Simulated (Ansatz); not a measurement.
The system is C.

```
CELL_PARAMETERS angstrom
2.52210 0.00000 0.00000
-1.26105 2.18420 0.00000
0.00000 0.00000 8.23710
ATOMIC_POSITIONS crystal
C 0.66667 0.33333 0.84375
C 0.33333 0.66667 0.34375
C 0.66667 0.33333 0.65625
C 0.33333 0.66667 0.15625
C 0.00000 0.00000 0.90625
C 0.00000 0.00000 0.40625
C 0.00000 0.00000 0.59375
C 0.00000 0.00000 0.09375
```

This is a hexagonal form of diamond, not graphite.

- Program: Ansatz 0.2.0
- Task: relaxation of cell and atoms
- Functional: revPBE
- Dispersion: D3(BJ)
- Potentials or basis: Ansatz PAW
- Cutoff: 420 eV (not typed: the program's choice for these potentials)
- k mesh: 12 × 12 × 4
- Occupations: fermi-dirac, width 0.05 eV
- Spin: no spin polarisation

At the start: volume 5.67 Å³/atom.

**Question.** Where does the relaxation end?

**Answer.** It ends after 7 steps and the volume is 5.62 Å³/atom (-1.0 %); space group P6_3/mmc (No. 194, to 0.05 Å).

Step by step:
| step | energy change (eV) | largest force (eV/Å) | volume (Å³) |
| --- | --- | --- | --- |
| 1 | 0.0000 | 0.3256 | 45.38 |
| 2 | -0.0199 | 0.3546 | 45.11 |
| 3 | -0.0254 | 0.1684 | 45.01 |
| 4 | -0.0269 | 0.0032 | 44.94 |
| 5 | -0.0246 | 0.0041 | 44.94 |
| 6 | -0.0247 | 0.0004 | 44.93 |
| 7 | -0.0246 | 0.0004 | 44.93 |

Final structure:
```cif
data_structure
_symmetry_space_group_name_H-M 'P 1'
_symmetry_Int_Tables_number 1
_cell_length_a 2.5057
_cell_length_b 2.5057
_cell_length_c 8.2638
_cell_angle_alpha 90.000
_cell_angle_beta 90.000
_cell_angle_gamma 120.000
_cell_volume 44.93
loop_
_atom_site_label
_atom_site_type_symbol
_atom_site_fract_x
_atom_site_fract_y
_atom_site_fract_z
_atom_site_occupancy
C1 C 0.66667 0.33333 0.84443 1
C2 C 0.33333 0.66667 0.34443 1
C3 C 0.66667 0.33333 0.65557 1
C4 C 0.33333 0.66667 0.15557 1
C5 C 0.00000 0.00000 0.90702 1
C6 C 0.00000 0.00000 0.40702 1
C7 C 0.00000 0.00000 0.59298 1
C8 C 0.00000 0.00000 0.09298 1
```

Caveat: the plane-wave basis is chosen anew once the cell has moved, so the energies of steps on either side of that aren't comparable; the pressure holds a Pulay correction of +0.9 GPa for the finite cutoff; the PAW data sets come from PBE, with cores solved anew for the run's functional, which leaves a small shift of forces and pressure.
